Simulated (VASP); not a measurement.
# Re (P6_3/mmc) in VASP: further runs, part 2 of 2

VASP 6.6.1. Earlier steps stand in the parts before.

## (4) Optical spectrum, LDA

The input, INCAR:

```
SYSTEM = Re
  PREC = Accurate
  ENCUT = 520
  EDIFF = 1E-7
  ISMEAR = 1
  SIGMA = 0.1
  LREAL = .FALSE.
  LASPH = .TRUE.
  NELM = 60
  ALGO = Normal
  ISIF = 2
  LWAVE = .FALSE.
  LCHARG = .FALSE.
  LOPTICS = .TRUE.
  NEDOS = 2000
  CSHIFT = 0.1
```

The input, KPOINTS:

```
Automatic mesh
0
G
  18 18 12
  0 0 0
```

The input, POSCAR:

```
Re                                      
1.0
    2.7728668905      0.0000000000     -0.0000000000
   -1.3864334453      2.4013731685     -0.0000000000
    0.0000000000      0.0000000000      4.4844595835
  Re            
     2
Direct
     0.3333333332999970    0.6666666667000030    0.2500000000000000
     0.6666666667000030    0.3333333332999970    0.7500000000000000
```

Potentials or basis: VASP PAW LDA potentials, release 64 (Re).

Run with:

```
> cat potpaw_LDA.64/Re/POTCAR > POTCAR
> mpirun -np 1 vasp_std > vasp.out
```

OUTCAR:

```text
SYSTEM = Re
   PREC = Accurate
   ENCUT = 520
   EDIFF = 1E-7
   ISMEAR = 1
   LREAL = .FALSE.
   LASPH = .TRUE.
   NELM = 60
   ISIF = 2

 ion  position               nearest neighbor table
   1  0.333  0.667  0.250-   2 2.76   2 2.76   2 2.76   2 2.76   2 2.76   2 2.76
   2  0.667  0.333  0.750-   1 2.76   1 2.76   1 2.76   1 2.76   1 2.76   1 2.76

  LATTYP: Found a hexagonal cell.
 ALAT       =     2.7728668905
 C/A-ratio  =     1.6172646436

  Lattice vectors:

 A1 = (   2.7728668905,   0.0000000000,   0.0000000000)
 A2 = (  -1.3864334453,   2.4013731685,   0.0000000000)
 A3 = (   0.0000000000,   0.0000000000,   4.4844595835)

Analysis of symmetry for initial positions (statically):
=====================================================================
 Subroutine PRICEL returns:
 Original cell was already a primitive cell.

 Routine SETGRP: Setting up the symmetry group for a
 hexagonal supercell.

 Subroutine GETGRP returns: Found 24 space group operations
 (whereof 12 operations were pure point group operations)
 out of a pool of 24 trial point group operations.

The static configuration has the point symmetry D_3d.
 The point group associated with its full space group is D_6h.

Analysis of symmetry for dynamics (positions and initial velocities):
=====================================================================
 Subroutine PRICEL returns:
[... 529 lines left out ...]
    total drift:                               -0.000000      0.000000     -0.000000

  FREE ENERGIE OF THE ION-ELECTRON SYSTEM (eV)
  ---------------------------------------------------
  free  energy   TOTEN  =       -27.4795530623 eV

  energy  without entropy=      -27.4798496924  energy(sigma->0) =      -27.47965194

 electrical conductivity sigma (Mega S m-1) (frequency dependency in vasprun.xml)
  --------------------------------------------------------------------------------------
       0.115      -0.000      -0.000
      -0.000       0.115       0.000
      -0.000       0.000       0.083

  frequency dependent IMAGINARY DIELECTRIC FUNCTION (independent particle, no local field effects) density-density
     E(ev)      X         Y         Z        XY        YZ        ZX
  --------------------------------------------------------------------------------------------------------------
     0.00000     0.00000     0.00000     0.00000     0.00000     0.00000     0.00000
     0.22971    93.12441    93.12441    64.81447    -0.00000     0.00000     0.00000
     0.45943    80.92927    80.92927    56.87170    -0.00000     0.00000     0.00000
     0.68914    48.72424    48.72424    36.36781    -0.00000     0.00000     0.00000
     0.91886    37.70642    37.70642    41.17838    -0.00000    -0.00000     0.00000
     1.14857    29.89279    29.89279    25.70842    -0.00000    -0.00000     0.00000
[... 92 lines left out ...]
    22.51204     0.00658     0.00658     0.00530    -0.00000    -0.00000     0.00000
    22.74175     0.00636     0.00636     0.00513    -0.00000    -0.00000     0.00000

  frequency dependent      REAL DIELECTRIC FUNCTION (independent particle, no local field effects) density-density
     E(ev)        X           Y           Z          XY          YZ          ZX
  --------------------------------------------------------------------------------------------------------------
     0.00000   149.31163   149.31163   136.61874    -0.00000     0.00000     0.00000
     0.22971   140.60573   140.60573    82.19142    -0.00000     0.00000     0.00000
     0.45943    17.63517    17.63517    24.15939    -0.00000    -0.00000    -0.00000
     0.68914    17.61098    17.61098    33.70272    -0.00000    -0.00000    -0.00000
     0.91886    13.63142    13.63142    13.44490    -0.00000    -0.00000    -0.00000
     1.14857    14.20859    14.20859    12.22016    -0.00000    -0.00000    -0.00000
[... 92 lines left out ...]
    22.51204     0.30321     0.30321     0.43264     0.00000     0.00000    -0.00000
    22.74175     0.31807     0.31807     0.44462     0.00000     0.00000    -0.00000

  frequency dependent IMAGINARY DIELECTRIC FUNCTION (independent particle, no local field effects) current-current
     E(ev)      X         Y         Z        XY        YZ        ZX
  --------------------------------------------------------------------------------------------------------------
     0.00000  2352.84528  2352.84528  2047.89871    -0.00000     0.00000    -0.00000
     0.22971   205.09868   205.09868   123.74741    -0.00000    -0.00000     0.00000
     0.45943    83.31272    83.31272    62.95775    -0.00000    -0.00000    -0.00000
     0.68914    52.48946    52.48946    45.57250    -0.00000    -0.00000    -0.00000
     0.91886    39.88460    39.88460    43.13326    -0.00000     0.00000    -0.00000
     1.14857    31.95746    31.95746    27.49067    -0.00000     0.00000     0.00000
[... 92 lines left out ...]
    22.51204     0.00039     0.00039     0.00026    -0.00000    -0.00000     0.00000
    22.74175     0.00037     0.00037     0.00025    -0.00000    -0.00000     0.00000

  frequency dependent      REAL DIELECTRIC FUNCTION (independent particle, no local field effects) current-current
     E(ev)        X           Y           Z          XY          YZ          ZX
  --------------------------------------------------------------------------------------------------------------
     0.00000   105.37011   105.37011    40.60837    -0.00000    -0.00000     0.00000
     0.22971    58.33801    58.33801    36.97179    -0.00000    -0.00000     0.00000
     0.45943    -9.85473    -9.85473     4.32765     0.00000     0.00000    -0.00000
     0.68914     6.09444     6.09444    25.35978    -0.00000     0.00000     0.00000
     0.91886     6.93108     6.93108     5.79370    -0.00000     0.00000     0.00000
     1.14857     9.94025     9.94025     8.64041    -0.00000     0.00000     0.00000
[... 92 lines left out ...]
    22.51204     0.30598     0.30598     0.43521     0.00000    -0.00000    -0.00000
    22.74175     0.32079     0.32079     0.44714     0.00000    -0.00000    -0.00000
```

OSZICAR:

```text
N       E                     dE             d eps       ncg     rms          rms(c)
DAV:   1     0.104103191784E+03    0.10410E+03   -0.60644E+03  6363   0.129E+03
DAV:   2    -0.201839201651E+02   -0.12429E+03   -0.11370E+03  9041   0.513E+02
DAV:   3    -0.286003190384E+02   -0.84164E+01   -0.73107E+01  9615   0.154E+02
DAV:   4    -0.289897255446E+02   -0.38941E+00   -0.34719E+00  9874   0.243E+01
DAV:   5    -0.289996047027E+02   -0.98792E-02   -0.95544E-02  9765   0.287E+00    0.416E+01
DAV:   6    -0.278359806107E+02    0.11636E+01   -0.12781E+00  9963   0.202E+01    0.170E+01
DAV:   7    -0.274907890197E+02    0.34519E+00   -0.79003E-01 10333   0.152E+01    0.383E-01
DAV:   8    -0.274806643643E+02    0.10125E-01   -0.80896E-03  9931   0.102E+00    0.162E-01
DAV:   9    -0.274795466753E+02    0.11177E-02   -0.68458E-04  8894   0.238E-01    0.346E-02
DAV:  10    -0.274795526900E+02   -0.60147E-05   -0.48594E-05  9003   0.786E-02    0.224E-02
DAV:  11    -0.274795530603E+02   -0.37037E-06   -0.17801E-06  9462   0.148E-02    0.163E-03
DAV:  12    -0.274795530623E+02   -0.19199E-08   -0.55882E-08  5124   0.369E-03
   1 F= -.27479553E+02 E0= -.27479652E+02  d E =0.296630E-03
 imaginary and real dielectric function
```

stdout:

```text
POSCAR found type information on POSCAR Re
 POSCAR found :  1 types and       2 ions
 scaLAPACK will be used
 LDA part: xc-table for (Slater(with rela. corr.)+CA(PZ))
 , standard interpolation
 POSCAR, INCAR and KPOINTS ok, starting setup
 FFT: planning ... GRIDC
 FFT: planning ... GRID_SOFT
 FFT: planning ... GRID
 WAVECAR not read
 entering main loop
 optical routines
 imaginary and real dielectric function
 recalculating local potential from charge density
 direction            1
 direction            2
 direction            3
```

Run time: 58 s. Hardware: 1 thread of AMD EPYC 9R45 (Zen 5), shared host; peak memory 0.27 GiB.

What came out:

* Free energy: -27.4796 eV
* Pressure: -14.2 GPa
* Band gap on the k mesh: none (metal or under the smearing width)

Dielectric function (mean over the directions given):
```
energy (eV)  real part  imaginary part
       0.28     100.84          100.70
       1.29      14.90           24.60
       2.30      11.61           27.35
       3.31       0.72           22.58
       4.41      -6.75           25.61
       5.42     -10.75           12.99
       6.43      -8.83            6.96
       7.44      -6.92            3.00
       8.55      -4.24            2.11
       9.56      -3.71            1.17
      10.57      -2.66            1.04
      11.58      -2.28            0.32
      12.68      -1.51            0.09
      13.69      -1.02            0.04
      14.70      -0.69            0.03
      15.71      -0.44            0.02
      16.82      -0.23            0.02
      17.83      -0.08            0.01
      18.84       0.04            0.01
      19.94       0.15            0.01
```

Caveat: independent-particle spectra lack excitons; the intraband (Drude) part of a metal's response may be missing.

## (5) Summary

```csv
level,potentials or basis,k mesh,gap on the mesh (eV),pressure (GPa)
PBE,"VASP PAW PBE potentials, release 64 (Re)",12 × 12 × 8,none,-0.1
PBE,"VASP PAW PBE potentials, release 64 (Re)",18 × 18 × 12,none,-0.1
LDA,"VASP PAW LDA potentials, release 64 (Re)",18 × 18 × 12,none,-14.2
```

Alike in all rows: task optical spectrum; no spin polarisation; cell as given; cutoff (eV) 520; smearing methfessel-paxton 0.1 eV.

Caveats: independent-particle spectra lack excitons; the intraband (Drude) part of a metal's response may be missing; spectra need much finer meshes, so this one isn't converged (some runs).

Absolute energies hang on the potentials; compare differences alone.
